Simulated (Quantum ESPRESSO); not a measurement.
An input for Quantum ESPRESSO 7.5 (SiS2):

File pw.in:

```
&CONTROL
  calculation = 'scf'
  prefix = 'pwscf'
  outdir = './tmp'
  pseudo_dir = './pseudo'
  tprnfor = .true.
  tstress = .true.
  disk_io = 'low'
/
&SYSTEM
  ibrav = 0
  nat = 6
  ntyp = 2
  ecutwfc = 90
  nbnd = 24
  input_dft = 'XC-000I-000I-000I-000I-212L-241L'
  occupations = 'smearing'
  smearing = 'gaussian'
  degauss = 0.00999582
  lspinorb = .true.
/
&ELECTRONS
  conv_thr = 1d-08
  electron_maxstep = 50
  mixing_beta = 0.5
/
ATOMIC_SPECIES
S     32.0600 S.upf
Si    28.0850 Si.upf
CELL_PARAMETERS angstrom
  -2.7820000000    4.7725000000    2.7760000000
   2.7820000000   -4.7725000000    2.7760000000
   2.7820000000    4.7725000000   -2.7760000000
ATOMIC_POSITIONS crystal
S      0.3818000000    0.7088000000    0.0906000000
S      0.6182000000    0.2912000000    0.9094000000
S      0.8818000000    0.7912000000    0.6730000000
S      0.1182000000    0.2088000000    0.3270000000
Si     0.2500000000    0.2500000000    0.0000000000
Si     0.7500000000    0.7500000000    0.0000000000
K_POINTS automatic
3 3 3 0 0 0
```

Potentials or basis: PseudoDojo 0.5 SR PBE stringent.

Launch:

```console
$ OMP_NUM_THREADS=1 pw.x -in pw.in > pw.out
```

Q: What does the program do with it?

A: The run stopped without a result. It printed:

pw.out:

```text
This program is part of the open-source Quantum ESPRESSO suite
     for quantum simulation of materials; please cite
         "P. Giannozzi et al., J. Phys.:Condens. Matter 21 395502 (2009);
         "P. Giannozzi et al., J. Phys.:Condens. Matter 29 465901 (2017);
         "P. Giannozzi et al., J. Chem. Phys. 152 154105 (2020);
     in publications or presentations arising from this work. More details at

     IMPORTANT: XC functional enforced from input :
     Exchange-correlation= XC-000I-000I-000I-000I-212L-241L
                           (   0   0   0   0   0 212 241)
     Any further DFT definition will be discarded
     Please, verify this is what you really want

     Message from routine setup :
     BEWARE: nonlinear core correction is not consistent with meta-GGA

 %%%%%%%%%%%%%%%%%%%%%%%%%%%%%%%%%%%%%%%%%%%%%%%%%%%%%%%%%%%%%%%%%%%%%%%%%%%%%%
     Error in routine setup (1):
     spin orbit requires a non collinear calculation
 %%%%%%%%%%%%%%%%%%%%%%%%%%%%%%%%%%%%%%%%%%%%%%%%%%%%%%%%%%%%%%%%%%%%%%%%%%%%%%

     stopping ...
```
